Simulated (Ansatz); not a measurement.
BeO:
```
BeO
1.0
    2.69026     0.00000     0.00000
   -1.34513     2.32984     0.00000
    0.00000     0.00000     4.36940
Be O
2 2
Direct
  0.33333   0.66667   0.99990
  0.66667   0.33333   0.49990
  0.33333   0.66667   0.37760
  0.66667   0.33333   0.87760
```

Tensor components refer to the Cartesian frame of this cell.

Question: Give the proper piezoelectric stress tensor with relaxed ions from r²SCAN (plane waves, PAW; program Ansatz).

Answer: In C/m², rows x, y, z, Voigt columns; mesh uncertainty up to 0.00.
```
 0.00   0.00   0.00   0.00  -0.04   0.00
 0.00   0.00   0.00  -0.04   0.00   0.00
-0.16  -0.16   0.25   0.00   0.00   0.00
```

The elastic tensor of the same run (GPa):

```
 462   126  87.5   0.0   0.0   0.0
 126   462  87.5   0.0   0.0   0.0
87.5  87.5   501   0.0   0.0   0.0
 0.0   0.0   0.0   149   0.0   0.0
 0.0   0.0   0.0   0.0   149   0.0
 0.0   0.0   0.0   0.0   0.0   168
```

Question: Convert to strain constants d = e·S.

Answer: In pC/N:
```
 0.0   0.0   0.0   0.0  -0.3   0.0
 0.0   0.0   0.0  -0.3   0.0   0.0
-0.4  -0.4   0.6   0.0   0.0   0.0
```

Space group P6_3mc (wurtzite). The r²SCAN relaxation kept the symmetry of its start; phonons on a q-mesh show no instability.

Potentials: the earlier of the program's two PAW sets.
